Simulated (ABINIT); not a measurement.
Set up this calculation in ABINIT 10.8.3 (patched build), as the native input.

* Task: single point
* Functional: PBE0
* Potentials or basis: SG15 NC PBE v1.2
* Cutoff: 490 eV
* k mesh: 6 × 6 × 6
* Occupations: fixed
* Spin: no spin polarisation
* Most SCF steps: 60

Crystal: CdSe.

```
Cd Se
1.0
     0.00000    3.07027    3.07027
     3.07027    0.00000    3.07027
     3.07027    3.07027    0.00000
Cd Se
1 1
Direct
  0.00000 0.00000 0.00000
  0.25000 0.25000 0.25000
```

Measurements of this composition are mostly on another form, of space group No. 186.

The input as run:

run.abi

```
# Pseudopotentials
pp_dirpath "./"
pseudos "Cd_ONCV_PBE-1.2.upf, Se_ONCV_PBE-1.2.upf"

# Structure
acell 4.3420191692 4.3420191692 4.3420191692 Angstrom
rprim
     0.0000000000     0.7071067812     0.7071067812
     0.7071067812     0.0000000000     0.7071067812
     0.7071067812     0.7071067812     0.0000000000
ntypat 2
znucl 48 34
natom 2
typat 1 2
xcart
     0.0000000000     0.0000000000     0.0000000000
     1.5351355993     1.5351355993     1.5351355993 Angstrom

# Plane-wave basis
ecut 489.804952 eV

# k points
kptopt 1
ngkpt 6 6 6
nshiftk 1
shiftk 0.0 0.0 0.0

# Exchange and correlation
ixc 41

# Bands and occupations
nband 15
occopt 1

# SCF cycle
nstep 60
diemac 6.0
toldfe 1.0e-7

# Output
iomode 3
prtwf 0
prtden 0
prteig 0
prtebands 0
enunit 2
```

Potentials or basis: SG15 NC PBE v1.2.

The run is started by

```console
$ mpirun --bind-to none -np 8 abinit run.abi > log 2>&1
```

It gave:

```json
{
 "Pressure": "-0.4 GPa",
 "Band gap on the k mesh": "1.90 eV, direct",
 "Valence electrons inside the program's atomic spheres": "Cd 17.02; Se 3.24"
}
```

Caveat: the potentials were made for another functional, which shifts forces and pressure.

It took 39 min on 8 MPI ranks on Intel(R) Xeon(R) Platinum 8259CL CPU @ 2.50GHz (Skylake/Cascade Lake) (shared host), peak memory 0.96 GiB a rank.
